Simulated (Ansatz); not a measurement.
We consider zinc-blende InN (metastable phase), described by HSE06 (Ansatz, a first-principles code, PAW).

Settings: plane-wave cutoff 460 eV, 10×10×10 k mesh, Fermi–Dirac smearing 0.01 eV, scalar-relativistic PAW data made under PBE.

Response to compression and expansion:

| V (Å³/atom) | P (GPa) | direct gap at Γ (eV) |
|---|---|---|
| 14.694 | 8.36 | 0.690 |
| 15.081 | 3.93 | 0.596 |
| 15.575 | -0.92 | 0.476 |
| 15.854 | -3.30 | 0.408 |
| 16.241 | -6.24 | 0.315 |

A straight line through the gaps at Γ against ln V gives a volume deformation potential dE_g(Γ)/d ln V of -3.7 eV: the gap at Γ widens under compression.

Measured, for comparison: band gap 0.61 eV (low temperature, zero-point motion not removed, photoluminescence, epilayer; as tabulated in Schörmann, As, Lischka, Schley, Goldhahn et al., Appl. Phys. Lett. 89, 261903 …).

Spin–orbit coupling is not included.
